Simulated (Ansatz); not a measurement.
# KCl (Pm-3m) in Ansatz: reference runs

How does KCl come out in PBE? The cell is run as given and disturbed.

All numbers are computed with Ansatz 0.2.0; they aren't measurements. Logs are shortened: lines on timing, memory, paths and dates and some standing lists are left out, and cuts for length are marked.

### Step 1. The structure

The structure is cubic, space group Pm-3m (No. 221). The conventional cell has a = 3.839 Å, b = 3.839 Å, c = 3.839 Å, α = 90.00°, β = 90.00°, γ = 90.00°. K (site symmetry m-3m) is surrounded by 8 Cl at 3.32 Å. Cl (site symmetry m-3m) is surrounded by 8 K at 3.32 Å.

Measurements of this composition are mostly on another form, of space group No. 225.

### Step 2. Single point, PBE

Input file input.yaml:

```yaml
crystal:
  lattice:
    - [3.839196, 0.0, 0.0]
    - [0.0, 3.839196, 0.0]
    - [0.0, 0.0, 3.839196]
  atoms:
    - { symbol: K, position: [0.0, 0.0, 0.0] }
    - { symbol: Cl, position: [0.5, 0.5, 0.5] }
hamiltonian:
  xc: pbe
  pseudopotentials: { kind: paw }
kpoints:
  mp_grid: { grid: [7, 7, 7] }
scf:
  occupations: { method: fermi_dirac, width: 0.05 }
output:
  forces: true
  stress: true
  eigenvalues: true
```

Potentials or basis: Ansatz PAW.

Run with:

```sh
$ ansatz run input.yaml --threads 2 --pin off --max-ram 5120MiB --backend cpu --events-out ev --progress --plain --runs-dir out
```

The log of the run:

```text
Warning: RAYON_NUM_THREADS=2 ignored (pool sized by the plan → 2); use --threads N
Engine: ansatz 0.2.0, aarch64-unknown-linux-gnu
Pseudopotentials: kind: paw
Pseudopotential: K, paw, valence charge 9, recommended cutoff 420 eV (normal), K.paw.azcp
Pseudopotential: Cl, paw, valence charge 7, recommended cutoff 420 eV (normal), Cl.paw.azcp
Functional definition: PBE
  parameter kappa = 0.804
  parameter beta = 0.06672455060314922
  exchange = pbe_x(kappa = kappa, mu = beta*pi^2/3)
  correlation = pbe_c(beta = beta)
Crystal: 2 atoms, lattice volume = 56.588 Å³
Basis set: ecut = 420 eV, 1141 PW (Γ), exchange–correlation on 54×54×54 points (8 copies of the dense FFT grid, shifted against one another)
Bands: 12, of which v1, the nominal top of the filled ones, is band 8 counted from 1 (7 counted from 0)
Symmetry: 48 space group operations
Space group: Pm-3m (ITA 221), of the structure as read, at distance tolerance 3.8e-5 Å
k-points: 20 of 343
Non-local potential: K, projectors of the file, l = 0: 3, l = 1: 2, l = 2: 2
Non-local potential: Cl, projectors of the file, l = 0: 2, l = 1: 2, l = 2: 2
PAW form: soft (Blöchl's): semilocal exchange-correlation on the pseudo side does not see the compensation charge
PAW one-centre angular grid: K, 110 points (default); XC on 64 Gauss nodes
PAW one-centre angular grid: Cl, 110 points (default); XC on 64 Gauss nodes
Initial density: superposition of atomic densities (neutral atoms: chi_scale 0, normalization atom), corrected by the library's trained network
Initial wavefunctions: pseudopotential atomic-orbital guess
Functional: x = pbe(κ = 0.804, μ = 0.2195149727645171), c = pbe(β = 0.06672455060314922)
SCF iter   1: F=—  HF=-2621.070092 eV  |F-HF|=—  |Δ(HF+E_count)|=         —  Δρ=3.37e-4  dr2=9.64e-5  ethr=1.77e-3  ⟨swp⟩=6.5  Hψ=1549  notcnv=0
preconditioner: auto → none  [insulator: Δε(μ)=4.804 eV  Ē_g=15.237 eV  σ=0.050 eV  W_gap=1.00  n_scr=6 (ndim 8)  ℏωp=18.5 eV  f_vac=0.011  D(μ)=0.00/eV (n_scr^D=0)  ε∞_Penn≈2.5]
SCF iter   2: F=—  HF=-2621.069930 eV  |F-HF|=—  |Δ(HF+E_count)|=   1.63e-4  Δρ=1.66e-4  dr2=2.20e-5  ethr=6.02e-7  ⟨swp⟩=2.7  Hψ=590  notcnv=0
SCF iter   3: F=—  HF=-2621.069941 eV  |F-HF|=—  |Δ(HF+E_count)|=   1.12e-5  Δρ=1.66e-4  dr2=2.27e-5  ethr=1.38e-7  ⟨swp⟩=2.0  Hψ=380  notcnv=0
SCF iter   4: F=—  HF=-2621.069934 eV  |F-HF|=—  |Δ(HF+E_count)|=   6.86e-6  Δρ=6.01e-5  dr2=3.00e-6  ethr=1.38e-7  ⟨swp⟩=2.0  Hψ=289  notcnv=0
SCF iter   5: F=—  HF=-2621.069933 eV  |F-HF|=—  |Δ(HF+E_count)|=   9.11e-7  Δρ=2.10e-5  dr2=3.59e-7  ethr=1.87e-8  ⟨swp⟩=2.0  Hψ=288  notcnv=0
SCF iter   6: F=-2621.069933 eV  HF=-2621.069933 eV  |F-HF|=1.32e-8  |Δ(HF+E_count)|=   1.14e-7  Δρ=4.51e-6  dr2=1.67e-8  ethr=6.25e-10  ⟨swp⟩=4.0  Hψ=748  notcnv=0
SCF 1 converged in 6 iterations: F = -2621.069933 eV  dr2 = 1.67e-8
SCF converged after 6 iterations
Free energy (F): -2621.069933 eV
Harris-Foulkes:  -2621.069933 eV  (|F-HF|=1.32e-8)
Internal energy: -2621.069933 eV  (E = F + TS)
E sigma→0 (E₀):  -2621.069933 eV
Fermi energy:    4.601431 eV
--- Per-component energies (eV) ---
  E_band       = -120.533969
  E_kinetic    = 415.698571
  E_local      = -761.079505  (includes V_loc(G=0)·N_el)
  E_nonlocal   = 40.988580
  E_hartree    = 248.754129
  E_xc         = -243.111530
  E_vxc        = -287.959660  (∫ρ·V_xc dr)
  E_paw        = -1441.108818  (= ΣΔE_a)
  E_vpaw       = -25.688517  (= ΣTr[D̂ρ^β])
  E_aug_tail   = 0.000086  (compensation charges beyond the density's cutoff)
  E_ewald      = -881.211446
  E_smearing   = -0.000000  (= −TS)
  E_closure    = 0.000000  (closes the sum)
  Σ components = -2621.069933   (vs F -2621.069933, Δ=0.00e0)
--- Forces (eV/Å), atoms counted from 1 ---
  atom   1  K     -0.00000000     0.00000000    -0.00000000
  atom   2  Cl     0.00000000     0.00000000     0.00000000
  max |Σ_I F_I| component: 3.68e-30 eV/Å
--- Stress (GPa, compression-positive) ---
       -0.053832       0.000000       0.000000
        0.000000      -0.053832       0.000000
        0.000000       0.000000      -0.053832
  P = ⅓ Tr σ = -0.0538 GPa (-0.538 kbar)
--- Band table (eV; the first three rows and the last of 20) ---
  k-point 0: bands = ["-25.9216", "-10.4312", "-9.3085", "-9.3085", "-9.3085", "1.9324", "1.9324", "1.9324", "6.9326", "8.6953", "8.6953", "12.6913"]
  k-point 1: bands = ["-25.9180", "-10.4638", "-9.3028", "-9.3028", "-9.2828", "1.5667", "1.9314", "1.9314", "7.3951", "8.8600", "9.0931", "12.6195"]
  k-point 2: bands = ["-25.9100", "-10.5380", "-9.2901", "-9.2901", "-9.2207", "0.8938", "1.9285", "1.9285", "8.4300", "9.3251", "9.9625", "12.5277"]
  k-point 19: bands = ["-25.8707", "-10.0587", "-9.4694", "-9.4694", "-9.4682", "0.8802", "0.8802", "0.9135", "10.5137", "10.8161", "10.8161", "11.8907"]
```

Wall time 0.6 s (2 threads of Arm Neoverse V1, shared host); peak memory 0.28 GiB.

Results:

- Free energy: -2621.0699 eV
- Pressure: -0.1 GPa
- Band gap on the k mesh: 4.82 eV, indirect (least direct gap 5.00 eV)

Caveat: odd divisions of the mesh miss points on the zone boundary, where band edges often lie, so the gap on the mesh can be too wide.

### Step 3. Single point, PBE (atoms moved at random, drawn with an rms of 0.05 Å)

Changes to input.yaml since step 2:

```diff
@@ -6,4 +6,4 @@
   atoms:
-    - { symbol: K, position: [0.0, 0.0, 0.0] }
-    - { symbol: Cl, position: [0.5, 0.5, 0.5] }
+    - { symbol: K, position: [-0.010011, 0.005632, 0.008201] }
+    - { symbol: Cl, position: [0.491729, 0.497767, 0.500629] }
 hamiltonian:
```

Potentials or basis: Ansatz PAW.

Run with:

```sh
$ ansatz run input.yaml --threads 2 --pin off --max-ram 5120MiB --backend cpu --events-out ev --progress --plain --runs-dir out
```

The log of the run:

```text
Warning: RAYON_NUM_THREADS=2 ignored (pool sized by the plan → 2); use --threads N
Engine: ansatz 0.2.0, aarch64-unknown-linux-gnu
Pseudopotentials: kind: paw
Pseudopotential: K, paw, valence charge 9, recommended cutoff 420 eV (normal), K.paw.azcp
Pseudopotential: Cl, paw, valence charge 7, recommended cutoff 420 eV (normal), Cl.paw.azcp
Functional definition: PBE
  parameter kappa = 0.804
  parameter beta = 0.06672455060314922
  exchange = pbe_x(kappa = kappa, mu = beta*pi^2/3)
  correlation = pbe_c(beta = beta)
Crystal: 2 atoms, lattice volume = 56.588 Å³
Basis set: ecut = 420 eV, 1141 PW (Γ), exchange–correlation on 54×54×54 points (8 copies of the dense FFT grid, shifted against one another)
Bands: 12, of which v1, the nominal top of the filled ones, is band 8 counted from 1 (7 counted from 0)
Symmetry: 1 space group operations
[... 20 lines left out ...]
Free energy (F): -2621.069370 eV
Harris-Foulkes:  -2621.069370 eV  (|F-HF|=4.21e-9)
Internal energy: -2621.069370 eV  (E = F + TS)
E sigma→0 (E₀):  -2621.069370 eV
Fermi energy:    4.601088 eV
--- Per-component energies (eV) ---
  E_band       = -120.530790
  E_kinetic    = 415.704367
  E_local      = -761.206983  (includes V_loc(G=0)·N_el)
  E_nonlocal   = 40.989296
  E_hartree    = 248.817575
  E_xc         = -243.113449
  E_vxc        = -287.962298  (∫ρ·V_xc dr)
  E_paw        = -1441.109309  (= ΣΔE_a)
  E_vpaw       = -25.689038  (= ΣTr[D̂ρ^β])
  E_aug_tail   = 0.000086  (compensation charges beyond the density's cutoff)
  E_ewald      = -881.150953
  E_smearing   = -0.000000  (= −TS)
  E_closure    = 0.000000  (closes the sum)
  Σ components = -2621.069370   (vs F -2621.069370, Δ=0.00e0)
--- Forces (eV/Å), atoms counted from 1 ---
  atom   1  K      0.00420535    -0.01893781    -0.01823821
  atom   2  Cl    -0.00420684     0.01893657     0.01823612
  max |Σ_I F_I| component: 2.09e-6 eV/Å
--- Stress (GPa, compression-positive) ---
       -0.042393      -0.002418      -0.002328
       -0.002418      -0.043397       0.010485
       -0.002328       0.010485      -0.043328
  P = ⅓ Tr σ = -0.0430 GPa (-0.430 kbar)
--- Band table (eV; the first three rows and the last of 172) ---
  k-point 0: bands = ["-25.9208", "-10.4320", "-9.3078", "-9.3078", "-9.3073", "1.9316", "1.9319", "1.9321", "6.9326", "8.6960", "8.6982", "12.6908"]
  k-point 1: bands = ["-25.9172", "-10.4646", "-9.3028", "-9.3021", "-9.2811", "1.5662", "1.9309", "1.9310", "7.3950", "8.8609", "9.0951", "12.6194"]
  k-point 2: bands = ["-25.9092", "-10.5387", "-9.2897", "-9.2893", "-9.2195", "0.8936", "1.9279", "1.9283", "8.4297", "9.3249", "9.9636", "12.5265"]
  k-point 171: bands = ["-25.8962", "-10.4856", "-9.3397", "-9.3172", "-9.2339", "0.6167", "1.6885", "1.7722", "9.7276", "10.0517", "10.3266", "11.7811"]
```

Wall time 5.1 s (2 threads of Arm Neoverse V1, shared host); peak memory 0.41 GiB.

What came out:

| Item | Value |
| --- | --- |
| Free energy | -2621.0694 eV |
| Pressure | 0.0 GPa |
| Largest force | 0.027 eV/Å |
| Band gap on the k mesh | 4.82 eV, indirect (least direct gap 5.00 eV) |

Forces on the atoms (eV/Å):
```
K    0.004 -0.019 -0.018
Cl  -0.004  0.019  0.018
```

Levels at points of the mesh, in eV from the valence-band top:
```tsv
k point	band 4	band 5	band 6	band 7	band 8	band 9	band 10	band 11	band 12
(0.00, 0.00, 0.00)	-11.42	-11.42	-0.18	-0.18	-0.18	4.82	6.58	6.59	10.58
```

Caveat: odd divisions of the mesh miss points on the zone boundary, where band edges often lie, so the gap on the mesh can be too wide. A k mesh can miss the band edges.
